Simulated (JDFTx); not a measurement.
Runs of JDFTx 1.7.0 (patched build) on Pd. It takes space group Fm-3m (No. 225, cubic). The conventional cell has a = 3.893 Å, b = 3.893 Å, c = 3.893 Å, α = 90.00°, β = 90.00°, γ = 90.00°. Around Pd (site symmetry m-3m) lie 12 Pd at 2.75 Å. 

```tsv
task	level	potentials or basis	cell	k mesh	cutoff (eV)	further solve for the empty bands	mesh quality	gap on the mesh (eV)	pressure (GPa)	relaxed volume (Å³/atom)
single point	PBEsol	PseudoDojo-SR-PBEsol-0.4.1-standard with smoothed tails	cell strained at random at fixed volume	12 × 12 × 12	1116	yes	not flagged	none	-2.9	-
relaxation of cell and atoms	BLYP	SG15-PBE-1.2 with smoothed tails	relaxed	6 × 6 × 6	1088	no	coarse	none	0.0	16.22
relaxation of cell and atoms	RPBE	SG15-PBE-1.2 with smoothed tails	relaxed	6 × 6 × 6	1088	no	coarse	none	0.0	15.65
relaxation of cell and atoms	revPBE	SG15-PBE-1.2 with smoothed tails	relaxed	6 × 6 × 6	1088	no	coarse	none	0.0	(a)
```

Alike in all rows: no spin polarisation; smearing fermi-dirac 0.05 eV.

Task: Fill in the values left out.

Result: (a) 15.52.

Caveats: some runs use coarse meshes; the potentials were made for another functional, which shifts forces and pressure (some runs); the plane waves are those of the starting cell, so after so large a change of volume the result is rough (some runs); this set's palladium file may shift the pressure by some GPa (some runs).

A k mesh can miss the band edges, and the runs leave out spin-orbit coupling on Pd.

A gap of «none» marks a metal or a gap under the smearing width.

Runs at the PBE level aren't shown here.
